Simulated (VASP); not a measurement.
# TePb (Fm-3m) in VASP: a series of runs, part 2 of 3

VASP 6.6.1. Earlier steps stand in the parts before.

## Step 4: Single point, PBEsol

This run uses another cell than the first one, of 33.43 Å³/atom, 1.096 times its volume.

The input, INCAR:

```
ALGO     = Normal         # electronic algorithm
EDIFF    = 1E-7           # SCF threshold, eV
ENCUT    = 520            # plane-wave cutoff, eV
GGA      = PS             # functional
ISIF     = 2              # what is computed and relaxed
ISMEAR   = 0              # smearing method
LASPH    = True           # aspherical terms in the spheres
LCHARG   = False          # write CHGCAR
LREAL    = False          # projectors in reciprocal space
LWAVE    = False          # write WAVECAR
NBANDS   = 17             # bands
NELM     = 60             # most SCF steps
PREC     = Accurate       # precision mode
SIGMA    = 0.02           # smearing width, eV
```

The input, KPOINTS:

```
k-points
0
Gamma
  8 8 8
```

The input, POSCAR:

```
TePb
1.0
    0.0000000000      3.2215664007      3.2215664007
    3.2215664007      0.0000000000      3.2215664007
    3.2215664007      3.2215664007      0.0000000000
Te Pb
1 1
Direct
    0.5000000000      0.5000000000      0.5000000000
    0.0000000000      0.0000000000      0.0000000000
```

Potentials or basis: VASP PAW PBE potentials, release 64 (Te, Pb_d).

Launch:

```sh
$ cat potpaw_PBE.64/Te/POTCAR potpaw_PBE.64/Pb_d/POTCAR > POTCAR
$ mpirun -np 1 vasp_std > vasp.out
```

OUTCAR:

```text
EDIFF = 1E-7
   ENCUT = 520
   GGA = PS
   ISIF = 2
   ISMEAR = 0
   LASPH = True
   LREAL = False
   NELM = 60
   PREC = Accurate

 ion  position               nearest neighbor table
   1  0.500  0.500  0.500-   2 3.22   2 3.22   2 3.22   2 3.22   2 3.22   2 3.22
   2  0.000  0.000  0.000-   1 3.22   1 3.22   1 3.22   1 3.22   1 3.22   1 3.22

  LATTYP: Found a face centered cubic cell.
 ALAT       =     6.4431328014

  Lattice vectors:

 A1 = (   0.0000000000,   3.2215664007,   3.2215664007)
 A2 = (   3.2215664007,   0.0000000000,   3.2215664007)
 A3 = (   3.2215664007,   3.2215664007,   0.0000000000)

Analysis of symmetry for initial positions (statically):
=====================================================================
 Subroutine PRICEL returns:
 Original cell was already a primitive cell.

 Routine SETGRP: Setting up the symmetry group for a
 face centered cubic supercell.

 Subroutine GETGRP returns: Found 48 space group operations
 (whereof 48 operations were pure point group operations)
 out of a pool of 48 trial point group operations.

The static configuration has the point symmetry O_h .

Analysis of symmetry for dynamics (positions and initial velocities):
=====================================================================
 Subroutine PRICEL returns:
 Original cell was already a primitive cell.

 Routine SETGRP: Setting up the symmetry group for a
 face centered cubic supercell.

 Subroutine GETGRP returns: Found 48 space group operations
 (whereof 48 operations were pure point group operations)
 out of a pool of 48 trial point group operations.

The dynamic configuration has the point symmetry O_h .

 Subroutine INISYM returns: Found 48 space group operations
 (whereof 48 operations are pure point group operations),
 and found     1 'primitive' translations

----------------------------------------------------------------------------------------

                                     Primitive cell

  volume of cell :      66.8700

  direct lattice vectors                    reciprocal lattice vectors
     0.000000000  3.221566401  3.221566401    -0.155204003  0.155204003  0.155204003
     3.221566401  0.000000000  3.221566401     0.155204003 -0.155204003  0.155204003
     3.221566401  3.221566401  0.000000000     0.155204003  0.155204003 -0.155204003

  length of vectors
     4.555982896  4.555982896  4.555982896     0.268821218  0.268821218  0.268821218

  position of ions in fractional coordinates (direct lattice)
     0.500000000  0.500000000  0.500000000
     0.000000000  0.000000000  0.000000000

  ion indices of the primitive-cell ions
   primitive index   ion index
                 1           1
                 2           2

----------------------------------------------------------------------------------------

 KPOINTS: k-points

Automatic generation of k-mesh.
 Grid dimensions read from file:
 generate k-points for:    8    8    8

 Generating k-lattice:

  Cartesian coordinates                     Fractional coordinates (reciprocal lattice)
    -0.019400500  0.019400500  0.019400500     0.125000000  0.000000000  0.000000000
     0.019400500 -0.019400500  0.019400500     0.000000000  0.125000000  0.000000000
     0.019400500  0.019400500 -0.019400500     0.000000000  0.000000000  0.125000000

  Length of vectors
     0.033602652  0.033602652  0.033602652

  Shift w.r.t. Gamma in fractional coordinates (k-lattice)
     0.000000000  0.000000000  0.000000000

 Subroutine IBZKPT returns following result:
 ===========================================

 Found     29 irreducible k-points:

 Following reciprocal coordinates:
            Coordinates               Weight
  0.000000  0.000000  0.000000      1.000000
  0.125000  0.000000  0.000000      8.000000
  0.250000  0.000000  0.000000      8.000000
  0.375000  0.000000  0.000000      8.000000
  0.500000  0.000000  0.000000      4.000000
  0.125000  0.125000  0.000000      6.000000
[... 16 lines left out ...]
  0.500000  0.250000  0.125000     48.000000
 -0.375000  0.250000  0.125000     24.000000
 [... further k-points ...]
   k-points           NKPTS =     29   k-points in BZ     NKDIM =     29   number of bands    NBANDS=     17
   number of dos      NEDOS =    301   number of ions     NIONS =      2
   total plane-waves  NPLWV =  46656
   dimension x,y,z NGX =    36 NGY =   36 NGZ =   36
   dimension x,y,z NGXF=    72 NGYF=   72 NGZF=   72
   ions per type =               1   1
   NGX,Y,Z   is equivalent  to a cutoff of  13.14, 13.14, 13.14 a.u.
   NGXF,Y,Z  is equivalent  to a cutoff of  26.27, 26.27, 26.27 a.u.
 SYSTEM =  unknown system
   PREC   = accura    normal or accurate (medium, high low for compatibility)
   ISTART =      0    job   : 0-new  1-cont  2-samecut
   ICHARG =      2    charge: 1-file 2-atom 10-const
   ISPIN  =      1    spin polarized calculation?
   LNONCOLLINEAR =      F non collinear calculations
   LSORBIT =      F    spin-orbit coupling
   LASPH  =      T    aspherical Exc in radial PAW
   ENCUT  =  520.0 eV  38.22 Ry    6.18 a.u.   8.47  8.47  8.47*2*pi/ulx,y,z
   NELM   =     60;   NELMIN=  2; NELMDL= -5     # of ELM steps
   EDIFF  = 0.1E-06   stopping-criterion for ELM
   LREAL  =      F    real-space projection
   EDIFFG = 0.1E-05   stopping-criterion for IOM
   NSW    =      0    number of steps for IOM
   IBRION =     -1    ionic relax: 0-MD 1-quasi-New 2-CG
   NFREE  =      0    steps in history (QN), initial steepest desc. (CG)
   ISIF   =      2    stress and relaxation
   ISYM   =      2    0-nonsym 1-usesym 2-fastsym
   POTIM  = 0.5000    time-step for ionic-motion
   TEBEG  =    0.0;   TEEND  =   0.0 temperature during run
   PSTRESS=    0.0 pullay stress
   NELECT =      20.0000    total number of electrons
   NUPDOWN=      -1.0000    fix difference up-down
   EMIN   =  10.00;   EMAX   =-10.00  energy-range for DOS
   EFERMI =   0.00;   METHOD = LEGACY
   ISMEAR =     0;   SIGMA  =   0.02  broadening in eV -4-tet -1-fermi 0-gaus
   EFERMI_NEDOS =   21; number of points for ismear=-14 and -15
   IALGO  =     38    algorithm
   IMIX   =      4    mixing-type and parameters
     AMIX     =   0.40;   BMIX     =  1.00
     AMIX_MAG =   1.60;   BMIX_MAG =  1.00
  volume/ion in A,a.u.               =      33.43       225.63
  Fermi-wavevector in a.u.,A,eV,Ry     =   1.094816  2.068902 16.308239  1.198622
  Thomas-Fermi vector in A             =   2.231128
   LORBIT       =      0    0 simple, 1 ext, 2 COOP (PROOUT), +10 PAW based schemes
   GGA     = PS    functional components
   LHFCALC =     F    Hartree Fock is set to
   AEXX    =    0.0000 exact exchange contribution
   IVDW    =     0    specifies the selected vdW correction
   LEPSILON=     F    determine dielectric tensor
   LRPA    =     F    only Hartree local field effects (RPA)
 non-spin polarized calculation
 Gauss-broadening in eV      SIGMA  =   0.02
  energy-cutoff  :      520.00
  volume of cell :       66.87
 maximum number of plane-waves:      1826
 NGX is ok and might be reduce to    36
   NGX = 17   NGY = 17   NGZ = 17

 number of electron      20.0000002 magnetization

 Free energy of the ion-electron system (eV)
  ---------------------------------------------------
  ext. energy  EPLUGINS =         0.00000000
  ---------------------------------------------------
  free energy    TOTEN  =        -8.25906047 eV

  energy without entropy =       -8.25906047  energy(sigma->0) =       -8.25906047

 E-fermi :   5.7033     XC(G=0):  -9.5096

 val. band max:        5.5747632696   @ k =   0.5000   0.0000   0.0000
 cond. band min:       6.2245034812   @ k =   0.5000   0.0000   0.0000
 fundamental gap:      0.6497402116
 Fermi energy:         5.7033062612

 k-point     1 :       0.0000    0.0000    0.0000
  band No.  band energies     occupation
      1     -11.0700      2.00000
      2     -11.0700      2.00000
      3     -11.0584      2.00000
      4     -11.0584      2.00000
      5     -11.0584      2.00000
      6      -6.5332      2.00000
[... 9 lines left out ...]
     16      11.3115      0.00000
     17      12.7770      0.00000
[... 441 lines left out ...]
 k-point    24 :      -0.3750    0.2500    0.1250
  band No.  band energies     occupation
      1     -11.1011      2.00000
      2     -11.0783      2.00000
      3     -11.0520      2.00000
      4     -11.0459      2.00000
      5     -11.0372      2.00000
      6      -4.8702      2.00000
[... 9 lines left out ...]
     16      15.3654      0.00000
     17      15.6302      0.00000

 [... further k-points ...]

------------------------ aborting loop because EDIFF is reached ----------------------------------------

  FORCE on cell =-STRESS in cart. coord.  units (eV):
  Direction    XX          YY          ZZ          XY          YZ          ZX
  --------------------------------------------------------------------------------------
  -------------------------------------------------------------------------------------
  Total       -0.0082238     -0.0082238     -0.0082238      0.0000000      0.0000000      0.0000000
  in kB       -0.1970399     -0.1970399     -0.1970399      0.0000000      0.0000000      0.0000000
  external PRESSURE =      -0.1970399 kB  Pullay stress =       0.0000000 kB

 VOLUME and BASIS-vectors are now :
 -----------------------------------------------------------------------------
  energy-cutoff  :      520.00
  volume of cell :       66.87
      direct lattice vectors                 reciprocal lattice vectors
     0.000000000  3.221566401  3.221566401    -0.155204003  0.155204003  0.155204003
     3.221566401  0.000000000  3.221566401     0.155204003 -0.155204003  0.155204003
     3.221566401  3.221566401  0.000000000     0.155204003  0.155204003 -0.155204003

 POSITION                                       TOTAL-FORCE (eV/Angst)
 -----------------------------------------------------------------------------------
      3.22157      3.22157      3.22157         0.000000      0.000000     -0.000000
      0.00000      0.00000      0.00000        -0.000000     -0.000000      0.000000
 -----------------------------------------------------------------------------------
    total drift:                               -0.000000      0.000000      0.000000

  FREE ENERGIE OF THE ION-ELECTRON SYSTEM (eV)
  ---------------------------------------------------
  free  energy   TOTEN  =        -8.2590604711 eV

  energy  without entropy=       -8.2590604711  energy(sigma->0) =       -8.25906047
```

Wall time 22 s (1 thread of AMD EPYC 9R45 (Zen 5), shared host); peak memory 0.18 GiB.

What came out:

```yaml
Free_energy: -8.2591 eV
Pressure: 0.0 GPa
Band_gap_on_the_k_mesh: 0.65 eV, direct
```

Levels at points of the mesh, in eV from the valence-band top:
```
           k point  band 6  band 7  band 8  band 9  band 10  band 11  band 12  band 13  band 14  band 15
(0.00, 0.00, 0.00)  -12.11   -5.59   -1.37   -1.37    -1.37     4.07     4.07     4.07     5.74     5.74
(0.50, 0.00, 0.00)  -10.64   -8.65   -0.90   -0.90     0.00     0.65     1.22     1.22     8.30     9.21
(0.50, 0.50, 0.00)  -10.38   -7.32   -4.59   -2.86    -2.86     3.17     5.49     5.49     6.73    10.15
```

Caveat: the PAW data sets were made with another functional, which shifts forces and pressure a little; spin-orbit coupling is left out, which as a rule narrows the gap of such compounds by several tenths of an eV.

(Continued in part 3 of 3.)
